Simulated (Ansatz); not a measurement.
Convergence notes, G0W0 on NaI (zincblende)

NaI (zincblende), relaxed with r2SCAN; one-shot G0W0 in Ansatz without spin-orbit coupling. Simulation only: spin-unpolarised, and no claim that this is the phase found in nature.

```yaml
crystal:
  lattice:
    - [0.00000, 3.54319, 3.54319]
    - [3.54319, 0.00000, 3.54319]
    - [3.54319, 3.54319, 0.00000]
  atoms:
    - { symbol: Na, position: [0.00000, 0.00000, 0.00000] }
    - { symbol: I, position: [0.25000, 0.25000, 0.25000] }
```

Gaps are read over the mesh points alone. G0W0 here is at a finite number of bands, screening cutoff and k mesh, not at the basis limit.
```tsv
start	potentials	frequency model	mesh	empty bands	screening cutoff (eV)	Kohn-Sham gap (eV)	G0W0 gap (eV)	rough cost
PBE	PAW	contour deformation	4×4×4	144	80	3.82	5.96	90 core-seconds
PBE	PAW	contour deformation	4×4×4	334	140	3.82	6.10	7 core-minutes
PBE	PAW	contour deformation	4×4×4	614	210	3.82	6.15	28 core-minutes
PBE	PAW	contour deformation	6×6×6	144	80	3.83	5.95	8 core-minutes
PBE	PAW	Godby-Needs pole	4×4×4	334	140	3.82	6.12	8 core-minutes
PBE	norm-conserving	contour deformation	4×4×4	334	140	3.82	5.99	10 core-minutes
HSE06	PAW	contour deformation	4×4×4	334	140	4.81	6.60	11 core-minutes
LDA	PAW	contour deformation	4×4×4	334	140	3.49	5.90	6 core-minutes
r2SCAN	PAW	contour deformation	4×4×4	334	140	4.42	6.45	7 core-minutes
```

G0W0 moves the gap on the mesh from 3.82 eV (PBE) to 6.15 eV (direct at Γ). Renormalisation factors Z lie between 0.79 and 0.85.

Raising bands and cutoff together moves the gap by +0.14 eV (80 to 140 eV), then +0.05 eV (140 to 210 eV); the last step is still large, so the basis limit isn't reached. A 6×6×6 mesh in place of 4×4×4 changes the opening over PBE by -0.01 eV (the gap on the mesh by -0.01 eV). The Godby-Needs plasmon pole differs from contour deformation by +0.02 eV. Norm-conserving potentials (wave cutoff 1197 eV against 420 eV) shift the quasiparticle gap by -0.11 eV and the PBE gap by 0.00 eV. Starting from HSE06 (4.81 eV against PBE's 3.82 eV) gives 6.60 eV, +0.50 eV from G0W0@PBE at the same screening cutoff. Starting from LDA (3.49 eV against PBE's 3.82 eV) gives 5.90 eV, -0.20 eV from G0W0@PBE at the same screening cutoff. Starting from r2SCAN (4.42 eV against PBE's 3.82 eV) gives 6.45 eV, +0.35 eV from G0W0@PBE at the same screening cutoff. r2SCAN runs take a wave cutoff of 500 eV.
